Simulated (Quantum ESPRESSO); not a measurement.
Crystal: CuI.

```
I Cu
1.0
     4.09020    0.00000    0.00000
     0.00000    4.09020    0.00000
     0.00000    0.00000    6.55146
I Cu
2 2
Direct
  0.00000 0.50000 0.74303
  0.50000 0.00000 0.25697
  0.00000 0.00000 0.00000
  0.50000 0.50000 0.00000
```

Measurements of this composition are mostly on another form, of space group No. 216.

Base run:

```yaml
Program: Quantum ESPRESSO 7.5
Functional: LDA
Potentials_or_basis: GBRV 1.5 LDA
Cutoff: 762 eV
Density_cutoff: 6095 eV
k_mesh: 7 × 7 × 4
Occupations: fermi-dirac, width 0.05 eV
Spin: no spin polarisation
```

Its results: band gap on the k mesh 1.39 eV, direct; pressure -3.6 GPa; largest force 0.459 eV/Å.

Task: The run is repeated on the same cell with these changes: functional from LDA to PBEsol; potentials or basis from GBRV 1.5 LDA to GBRV 1.5 PBEsol. What comes out?

Result: Band gap on the k mesh 1.48 eV, direct; pressure -1.7 GPa; largest force 0.209 eV/Å.

Caveats: some levels on the path didn't converge; spin-orbit coupling is left out, which moves the levels of the heavy elements; this functional lacks dispersion, which binds the layers, so the pressure and a relaxed spacing across them are unreliable (some runs).
